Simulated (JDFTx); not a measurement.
# WC (Qusongite) (P-6m2) in JDFTx: further runs

The runs below take WC (Qusongite) through relaxation of cell and atoms, with PBE.

Program: JDFTx 1.7.0 (patched build). These are calculated values, not measurements. Logs are shortened: lines on timing, memory, paths and dates and some standing lists are left out, and cuts for length are marked. The log counts tension as positive stress, the text compression.

### Step 1. Starting point

Symmetry: P-6m2, No. 187, hexagonal system. Conventional cell: a = 2.907 Å, b = 2.907 Å, c = 2.837 Å, α = 90.00°, β = 90.00°, γ = 120.00°. W (site symmetry -6m2) has 6 C at 2.20 Å as nearest neighbours. Around C (site symmetry -6m2) lie 6 W at 2.20 Å.

### Step 2. Relaxation of cell and atoms, PBE

The input, WC.in:

```
lattice \
    5.4924889812    -2.7462444906     0.0000000000 \
    0.0000000000     4.7566349877     0.0000000000 \
    0.0000000000     0.0000000000     5.3603971251
coords-type Cartesian
ion W      0.0000000000     0.0000000000     0.0000000000 1
ion C      2.7462444909     1.5855449958     2.6801985626 1

ion-species pseudo/W.upf
ion-species pseudo/C.upf
elec-cutoff 50 400
elec-ex-corr gga-PBE
kpoint-folding 8 8 7
elec-smearing Fermi 0.0018374661
elec-n-bands 23
electronic-SCF nIterations 100 energyDiffThreshold 1e-09
electronic-minimize nIterations 30 energyDiffThreshold 1e-7
forces-output-coords Cartesian
lattice-minimize nIterations 40 energyDiffThreshold 1e-6

dump-name run.$VAR
dump End Ecomponents EigStats BandEigs Kpoints Forces Stress
```

Potentials or basis: SG15-PBE-1.2 with smoothed tails.

Started as:

```console
jdftx -c 1 -i WC.in -o WC.out
```

Standard output:

```text
*************** JDFTx 1.7.0 (patched build) ***************

Input parsed successfully to the following command list (including defaults):
[... the input with its defaults ...]

---------- Setting up symmetries ----------

Found 24 point-group symmetries of the bravais lattice
Found 12 space-group symmetries with basis
Applied RMS atom displacement 1.60078e-10 bohrs to make symmetries exact.

---------- Initializing the Grid ----------
R =
[      5.49249     -2.74624            0  ]
[            0      4.75663            0  ]
[            0            0       5.3604  ]
unit cell volume = 140.044
G =
[    1.14396   0.660465         -0  ]
[          0    1.32093          0  ]
[          0         -0    1.17215  ]
Minimum fftbox size, Smin = [  52  52  52  ]
Chosen fftbox size, S = [  54  54  54  ]

---------- Initializing tighter grid for wavefunction operations ----------
R =
[      5.49249     -2.74624            0  ]
[            0      4.75663            0  ]
[            0            0       5.3604  ]
unit cell volume = 140.044
G =
[    1.14396   0.660465         -0  ]
[          0    1.32093          0  ]
[          0         -0    1.17215  ]
Minimum fftbox size, Smin = [  36  36  36  ]
Chosen fftbox size, S = [  36  36  36  ]

---------- Exchange Correlation functional ----------
Initalized PBE GGA exchange.
Initalized PBE GGA correlation.

---------- Setting up pseudopotentials ----------
Width of ionic core gaussian charges (only for fluid interactions / plotting) set to 0

Reading pseudopotential file 'pseudo/W.upf':
  'W' pseudopotential, 'PBE' functional
  Generated using ONCVPSP code by D. R. Hamann
  28 valence electrons, 0 orbitals, 8 projectors, 602 radial grid points, with lMax = 3
  Core radius for overlap checks: 2.72 bohrs.

Reading pseudopotential file 'pseudo/C.upf':
  'C' pseudopotential, 'PBE' functional
  Generated using ONCVPSP code by D. R. Hamann
  4 valence electrons, 0 orbitals, 4 projectors, 602 radial grid points, with lMax = 1
  Core radius for overlap checks: 1.23 bohrs.

Initialized 2 species with 2 total atoms.

Folded 1 k-points by 8x8x7 to 448 k-points.

---------- Setting up k-points, bands, fillings ----------
Adding inversion symmetry to k-mesh for non-inversion-symmetric unit cell.
Reduced to 40 k-points under symmetry.
Computing the number of bands and number of electrons
Calculating initial fillings.
nElectrons:  32.000000   nBands: 23   nStates: 40

----- Setting up reduced wavefunction bases (one per k-point) -----
average nbasis = 2363.891 , ideal nbasis = 2364.912

---------- Setting up ewald sum ----------
Optimum gaussian width for ewald sums = 1.845697 bohr.
Real space sum over 1331 unit cells with max indices [  5  5  5  ]
Reciprocal space sum over 2197 terms with max indices [  6  6  6  ]

---------- Allocating electronic variables ----------
Initializing wave functions:  (No orbitals for LCAO)  bandwidth-limited random numbers

--------- Lattice Minimization ---------

Setting the auxilliary hamiltonian equal to the subspace hamiltonian.

-------- Electronic minimization -----------
Will mix electronic density at each iteration.
	FillingsUpdate:  mu: +2.641954174  nElectrons: 32.000000
	FillingsUpdate:  mu: -0.702260973  nElectrons: 32.000000
SCF: Cycle:  0   F: -253.811307004813784   dF: -5.869e+01   |Residual|: 5.707e+00   |deigs|: 3.606e+00
	FillingsUpdate:  mu: -0.000000000  nElectrons: 32.000000
SCF: Cycle:  1   F: -255.202578917773423   dF: -1.391e+00   |Residual|: 4.687e+00   |deigs|: 1.376e+00
	FillingsUpdate:  mu: +1.833484855  nElectrons: 32.000000
SCF: Cycle:  2   F: -213.118083912799051   dF: +4.208e+01   |Residual|: 6.330e+00   |deigs|: 2.700e+00
	FillingsUpdate:  mu: +1.008326949  nElectrons: 32.000000
SCF: Cycle:  3   F: -277.052718116073663   dF: -6.393e+01   |Residual|: 7.335e-01   |deigs|: 1.085e+00
	FillingsUpdate:  mu: +1.160457513  nElectrons: 32.000000
SCF: Cycle:  4   F: -276.850011762377278   dF: +2.027e-01   |Residual|: 8.239e-01   |deigs|: 3.199e-01
	FillingsUpdate:  mu: +1.158329866  nElectrons: 32.000000
SCF: Cycle:  5   F: -276.864438451344483   dF: -1.443e-02   |Residual|: 8.206e-01   |deigs|: 6.095e-03
	FillingsUpdate:  mu: +1.146442598  nElectrons: 32.000000
SCF: Cycle:  6   F: -277.649179574241487   dF: -7.847e-01   |Residual|: 2.173e-01   |deigs|: 7.942e-02
	FillingsUpdate:  mu: +1.121803196  nElectrons: 32.000000
SCF: Cycle:  7   F: -277.617061233980678   dF: +3.212e-02   |Residual|: 2.725e-01   |deigs|: 7.288e-02
	FillingsUpdate:  mu: +1.146479369  nElectrons: 32.000000
SCF: Cycle:  8   F: -277.667532321557019   dF: -5.047e-02   |Residual|: 1.427e-01   |deigs|: 7.212e-02
	FillingsUpdate:  mu: +1.118826652  nElectrons: 32.000000
SCF: Cycle:  9   F: -277.695833185924641   dF: -2.830e-02   |Residual|: 6.171e-02   |deigs|: 5.019e-02
	FillingsUpdate:  mu: +1.119851334  nElectrons: 32.000000
SCF: Cycle: 10   F: -277.695885083726864   dF: -5.190e-05   |Residual|: 5.183e-02   |deigs|: 1.903e-03
	FillingsUpdate:  mu: +1.123525517  nElectrons: 32.000000
SCF: Cycle: 11   F: -277.695871278684194   dF: +1.381e-05   |Residual|: 1.001e-02   |deigs|: 5.847e-03
	FillingsUpdate:  mu: +1.122715003  nElectrons: 32.000000
SCF: Cycle: 12   F: -277.696040733711698   dF: -1.695e-04   |Residual|: 2.578e-03   |deigs|: 2.482e-03
[... 44 lines left out ...]
# Energy components:
   Eewald =     -235.5012115800400636
       EH =       54.7411369466385835
     Eloc =     -131.3698417026359380
      Enl =      -47.9769508417899360
      Exc =      -23.0622482897992178
       KE =      105.4731321107414459
-------------------------------------
     Etot =     -277.6959833568851082
       TS =        0.0000645694074307
-------------------------------------
        F =     -277.6960479262925219

LatticeMinimize: Iter:   0  F: -277.696047926292522  |grad|_K:  8.131e-03

-------- Electronic minimization -----------
Will mix electronic density at each iteration.
	FillingsUpdate:  mu: +1.122725633  nElectrons: 32.000000
	FillingsUpdate:  mu: +1.118300926  nElectrons: 32.000000
SCF: Cycle:  0   F: -277.695673868085692   dF: +1.640e-05   |Residual|: 2.240e-02   |deigs|: 2.053e-05
	FillingsUpdate:  mu: +1.119142020  nElectrons: 32.000000
SCF: Cycle:  1   F: -277.696063866188524   dF: -3.900e-04   |Residual|: 7.131e-03   |deigs|: 4.572e-03
	FillingsUpdate:  mu: +1.119320328  nElectrons: 32.000000
SCF: Cycle:  2   F: -277.696103245018207   dF: -3.938e-05   |Residual|: 1.986e-03   |deigs|: 4.075e-04
	FillingsUpdate:  mu: +1.119388372  nElectrons: 32.000000
SCF: Cycle:  3   F: -277.696107098508264   dF: -3.853e-06   |Residual|: 2.313e-04   |deigs|: 3.772e-04
	FillingsUpdate:  mu: +1.119364594  nElectrons: 32.000000
SCF: Cycle:  4   F: -277.696107187758230   dF: -8.925e-08   |Residual|: 7.247e-05   |deigs|: 5.428e-05
	FillingsUpdate:  mu: +1.119360368  nElectrons: 32.000000
SCF: Cycle:  5   F: -277.696107197925301   dF: -1.017e-08   |Residual|: 2.632e-05   |deigs|: 4.605e-06
	FillingsUpdate:  mu: +1.119361613  nElectrons: 32.000000
SCF: Cycle:  6   F: -277.696107199083087   dF: -1.158e-09   |Residual|: 1.266e-05   |deigs|: 1.228e-06
	FillingsUpdate:  mu: +1.119360976  nElectrons: 32.000000
SCF: Cycle:  7   F: -277.696107199492701   dF: -4.096e-10   |Residual|: 3.521e-06   |deigs|: 7.269e-07
	FillingsUpdate:  mu: +1.119360744  nElectrons: 32.000000
SCF: Cycle:  8   F: -277.696107199551989   dF: -5.929e-11   |Residual|: 1.179e-06   |deigs|: 5.081e-07
SCF: Converged (|Delta E|<1.000000e-09 for 2 iters).
[... 271 lines left out ...]
# Energy components:
   Eewald =     -234.4677779304173271
       EH =       55.2542937693223166
     Eloc =     -132.8864660296307534
      Enl =      -47.9832811484769479
      Exc =      -23.0462508773351225
       KE =      105.4333398330019520
-------------------------------------
     Etot =     -277.6961423835358573
       TS =        0.0000706452583818
-------------------------------------
        F =     -277.6962130287942614

LatticeMinimize: Iter:   5  F: -277.696213028794261  |grad|_K:  5.852e-06  alpha:  1.000e+00  linmin: -1.857e-01
LatticeMinimize: Converged (|Delta F|<1.000000e-06 for 2 iters).

Dumping 'run.eigStats' ...
	eMin: -1.619235 at state 0 ( [ +0.000000 +0.000000 +0.000000 ] spin 0 )
	HOMO: +1.104994 at state 0 ( [ +0.000000 +0.000000 +0.000000 ] spin 0 )
	mu  : +1.106449
	LUMO: +1.107286 at state 1 ( [ +0.000000 +0.000000 +0.142857 ] spin 0 )
	eMax: +1.805097 at state 2 ( [ +0.000000 +0.000000 +0.285714 ] spin 0 )
	HOMO-LUMO gap: +0.002293
	Optical gap  : +0.040367 at state 6 ( [ +0.000000 +0.125000 +0.285714 ] spin 0 )
Done!
```

It took 5.3 min on 1 thread of Arm Neoverse V1, shared host; peak memory 0.14 GiB.

Results:

| Property | Result |
| --- | --- |
| Free energy | -7556.4989 eV |
| Relaxed volume | 10.51 Å³/atom |
| Relaxed cell | a = 2.922 Å, b = 2.922 Å, c = 2.844 Å, α = 90.00°, β = 90.00°, γ = 120.00° |
| Space group after relaxing (to 0.05 Å) | P-6m2 (No. 187) |
| Energy gained by relaxing | 2.2 meV/atom |
| Ionic steps | 6 |
| Pressure after relaxing | 0.0 GPa |
| Band gap on the k mesh | none (metal or under the smearing width) |

Step by step:
```
step  energy change (eV)  largest force (eV/Å)  pressure (GPa)  volume (Å³)
   1              0.0000                0.0000            5.09        20.75
   2             -0.0016                0.0000            4.02        20.81
   3             -0.0044                0.0000            0.20        21.01
   4             -0.0045                0.0000            0.06        21.02
   5             -0.0045                0.0000            0.00        21.03
   6             -0.0045                0.0000            0.00        21.03
```

Final structure:
```xyz
2
Lattice="2.9221 0.0000 0.0000 -1.4610 2.5306 0.0000 0.0000 0.0000 2.8438" Properties=species:S:1:pos:R:3 pbc="T T T"
W     0.0000    0.0000    0.0000
C     1.4610    0.8435    1.4219
```

Spin-orbit coupling is left out, which matters for the levels of W. PBE usually gives volumes a little too large and moduli too small.

### Step 3. Relaxation of cell and atoms, PBE

Edit WC.in of step 2 so:

```diff
@@ -14,3 +14,3 @@
 elec-smearing Fermi 0.0018374661
-elec-n-bands 23
+elec-n-bands 15
 electronic-SCF nIterations 100 energyDiffThreshold 1e-09
@@ -21,2 +21,2 @@
 dump-name run.$VAR
-dump End Ecomponents EigStats BandEigs Kpoints Forces Stress
+dump End Ecomponents EigStats BandEigs Kpoints Forces Stress ElecDensity Dtot KEdensity
```

Potentials or basis: SPMS-PBE-1.0 with smoothed tails.

Started as:

```console
jdftx -c 1 -i WC.in -o WC.out
```

It took 2.7 min on 1 thread of Arm Neoverse V1, shared host; peak memory 0.13 GiB.

It converged, with:

```yaml
Free_energy: -2052.0591 eV
Relaxed_volume: 10.53 Å³/atom
Relaxed_cell: a = 2.924 Å, b = 2.924 Å, c = 2.846 Å, α = 90.00°, β = 90.00°, γ = 120.00°
Space_group_after_relaxing_to_0.05_Å: P-6m2 (No. 187)
Energy_gained_by_relaxing: 2.9 meV/atom
Ionic_steps: 6
Pressure_after_relaxing: 0.0 GPa
Band_gap_on_the_k_mesh: none (metal or under the smearing width)
Loewdin_charges: W +0.80; C -0.72 e
```

The path:
```tsv
step	energy change (eV)	largest force (eV/Å)	pressure (GPa)	volume (Å³)
1	0.0000	0.0000	5.87	20.75
2	-0.0021	0.0000	4.61	20.82
3	-0.0057	0.0000	0.27	21.05
4	-0.0058	0.0000	0.06	21.06
5	-0.0058	0.0000	0.01	21.07
6	-0.0058	0.0000	0.00	21.07
```

Final structure:
```
CELL_PARAMETERS angstrom
2.92361 0.00000 0.00000
-1.46180 2.53192 0.00000
0.00000 0.00000 2.84599
ATOMIC_POSITIONS crystal
W 0.00000 0.00000 0.00000
C 0.66667 0.33333 0.50000
```

Levels at points of the mesh, in eV from the Fermi level:
```csv
k point,band 7,band 8,band 9,band 10,band 11,band 12
"(0.00, 0.00, 0.00)",-3.42,-3.42,-0.04,3.04,3.04,5.41
"(0.00, 0.50, 0.00)",-3.66,-3.63,-0.62,2.19,4.31,4.62
```
